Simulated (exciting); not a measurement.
The Ca L₂,₃ edge of atom 2 in CaSe, space group Fm-3m, with 6 Se at 2.96 Å (octahedral, site symmetry m-3m), was computed at 4 levels: exchange and screened direct term (singlet BSE), exchange term alone (RPA), independent particles and screened direct term alone. Common settings: exciting, all-electron LAPW+lo, LDA, spinor conduction states, 2×2×2 shifted k points, 30 conduction spinor bands, |G+q| up to 4.5 bohr⁻¹ (5 in the exchange term), full RPA screening with nempty = 48, Lorentzian half width 0.25 eV.

Energy from the Kohn–Sham onset, core level to the lowest empty state found on the meshes used; all runs on one relative scale:

| E (eV) | run 1 | run 2 | run 3 | run 4 |
| --- | --- | --- | --- | --- |
| -6.00 | 0.00 | 0.01 | 0.00 | 0.02 |
| -5.75 | 0.00 | 0.01 | 0.00 | 0.02 |
| -5.50 | 0.00 | 0.01 | 0.00 | 0.03 |
| -5.25 | 0.00 | 0.01 | 0.00 | 0.03 |
| -5.00 | 0.00 | 0.01 | 0.00 | 0.04 |
| -4.75 | 0.00 | 0.01 | 0.00 | 0.06 |
| -4.50 | 0.00 | 0.02 | 0.00 | 0.08 |
| -4.25 | 0.00 | 0.02 | 0.00 | 0.12 |
| -4.00 | 0.00 | 0.03 | 0.00 | 0.22 |
| -3.75 | 0.00 | 0.04 | 0.00 | 0.48 |
| -3.50 | 0.00 | 0.07 | 0.00 | 1.05 |
| -3.25 | 0.00 | 0.12 | 0.00 | 1.15 |
| -3.00 | 0.00 | 0.20 | 0.00 | 0.82 |
| -2.75 | 0.00 | 0.23 | 0.00 | 0.71 |
| -2.50 | 0.00 | 0.22 | 0.00 | 0.75 |
| -2.25 | 0.00 | 0.35 | 0.00 | 0.41 |
| -2.00 | 0.00 | 0.81 | 0.00 | 0.19 |
| -1.75 | 0.00 | 1.00 | 0.00 | 0.11 |
| -1.50 | 0.00 | 0.42 | 0.01 | 0.08 |
| -1.25 | 0.00 | 0.19 | 0.01 | 0.06 |
| -1.00 | 0.00 | 0.11 | 0.01 | 0.06 |
| -0.75 | 0.00 | 0.08 | 0.01 | 0.06 |
| -0.50 | 0.00 | 0.07 | 0.01 | 0.06 |
| -0.25 | 0.01 | 0.07 | 0.01 | 0.09 |
| 0.00 | 0.01 | 0.09 | 0.01 | 0.16 |
| 0.25 | 0.01 | 0.13 | 0.02 | 0.35 |
| 0.50 | 0.01 | 0.23 | 0.03 | 0.49 |
| 0.75 | 0.02 | 0.37 | 0.04 | 0.33 |
| 1.00 | 0.02 | 0.32 | 0.04 | 0.33 |
| 1.25 | 0.03 | 0.40 | 0.07 | 0.38 |
| 1.50 | 0.04 | 0.81 | 0.09 | 0.20 |
| 1.75 | 0.04 | 0.90 | 0.10 | 0.10 |
| 2.00 | 0.04 | 0.44 | 0.11 | 0.06 |
| 2.25 | 0.05 | 0.25 | 0.14 | 0.05 |
| 2.50 | 0.06 | 0.16 | 0.19 | 0.04 |
| 2.75 | 0.07 | 0.11 | 0.23 | 0.03 |
| 3.00 | 0.08 | 0.08 | 0.32 | 0.03 |
| 3.25 | 0.12 | 0.06 | 0.42 | 0.02 |
| 3.50 | 0.15 | 0.05 | 0.46 | 0.02 |
| 3.75 | 0.18 | 0.05 | 0.47 | 0.03 |
| 4.00 | 0.27 | 0.05 | 0.44 | 0.02 |
| 4.25 | 0.31 | 0.04 | 0.29 | 0.02 |
| 4.50 | 0.24 | 0.05 | 0.20 | 0.03 |
| 4.75 | 0.16 | 0.05 | 0.17 | 0.03 |
| 5.00 | 0.16 | 0.05 | 0.21 | 0.03 |
| 5.25 | 0.18 | 0.04 | 0.19 | 0.03 |
| 5.50 | 0.15 | 0.05 | 0.17 | 0.04 |
| 5.75 | 0.14 | 0.07 | 0.15 | 0.05 |
| 6.00 | 0.11 | 0.09 | 0.14 | 0.06 |
| 6.25 | 0.11 | 0.10 | 0.17 | 0.06 |
| 6.50 | 0.12 | 0.08 | 0.19 | 0.05 |
| 6.75 | 0.13 | 0.07 | 0.26 | 0.04 |
| 7.00 | 0.17 | 0.06 | 0.32 | 0.03 |
| 7.25 | 0.20 | 0.04 | 0.33 | 0.03 |
| 7.50 | 0.23 | 0.04 | 0.37 | 0.02 |
| 7.75 | 0.31 | 0.03 | 0.34 | 0.02 |
| 8.00 | 0.38 | 0.03 | 0.27 | 0.02 |
| 8.25 | 0.40 | 0.03 | 0.21 | 0.02 |
| 8.50 | 0.33 | 0.03 | 0.15 | 0.02 |
| 8.75 | 0.27 | 0.03 | 0.14 | 0.03 |
| 9.00 | 0.25 | 0.04 | 0.13 | 0.03 |
| 9.25 | 0.23 | 0.05 | 0.11 | 0.04 |
| 9.50 | 0.16 | 0.06 | 0.08 | 0.05 |
| 9.75 | 0.13 | 0.07 | 0.08 | 0.05 |
| 10.00 | 0.14 | 0.06 | 0.09 | 0.04 |
| 10.25 | 0.11 | 0.05 | 0.09 | 0.04 |
| 10.50 | 0.13 | 0.05 | 0.12 | 0.03 |
| 10.75 | 0.17 | 0.04 | 0.15 | 0.03 |
| 11.00 | 0.19 | 0.04 | 0.14 | 0.02 |
| 11.25 | 0.19 | 0.04 | 0.13 | 0.03 |
| 11.50 | 0.19 | 0.04 | 0.13 | 0.03 |
| 11.75 | 0.21 | 0.03 | 0.12 | 0.02 |
| 12.00 | 0.18 | 0.03 | 0.10 | 0.02 |
| 12.25 | 0.13 | 0.03 | 0.08 | 0.03 |
| 12.50 | 0.13 | 0.06 | 0.08 | 0.05 |
| 12.75 | 0.14 | 0.07 | 0.08 | 0.05 |
| 13.00 | 0.10 | 0.06 | 0.06 | 0.04 |
| 13.25 | 0.07 | 0.05 | 0.05 | 0.03 |
| 13.50 | 0.09 | 0.04 | 0.08 | 0.03 |
| 13.75 | 0.13 | 0.04 | 0.11 | 0.03 |
| 14.00 | 0.15 | 0.05 | 0.11 | 0.03 |
| 14.25 | 0.16 | 0.04 | 0.11 | 0.03 |
| 14.50 | 0.14 | 0.04 | 0.09 | 0.02 |
| 14.75 | 0.13 | 0.03 | 0.09 | 0.02 |
| 15.00 | 0.15 | 0.03 | 0.11 | 0.02 |
| 15.25 | 0.18 | 0.04 | 0.11 | 0.03 |

The database entry behind the starting cell differs from later determinations by our own check (0.1 to 0.3 % short, probably kX units), so it need not match the best structure at ambient conditions.

Question: Which run is which, and why?

Run 1: exchange term alone (RPA); highest local maximum in the window at 8.3 eV. Run 2: exchange and screened direct term (singlet BSE); highest local maximum in the window at -1.8 eV. Run 3: independent particles; highest local maximum in the window at 3.8 eV. Run 4: screened direct term alone; highest local maximum in the window at -3.3 eV. The attractive direct term pulls weight down: the curves pass 0.17 at 3.7, -3.1, 2.4 and -4.1 eV in the order of the runs. Exchange is repulsive: the centre of weight of the curve lies at 1.7 eV with it and at -0.4 eV without it. In the runs without the direct term the fine structure is partly noise of the 8-point mesh. Exchange alone moves the bare spectrum by 54 % r.m.s., towards higher energy.

[Hosts, paths, dates, database ids (printed as entryN), source tags and the programs' standing remarks are cut or masked in the printed files.]
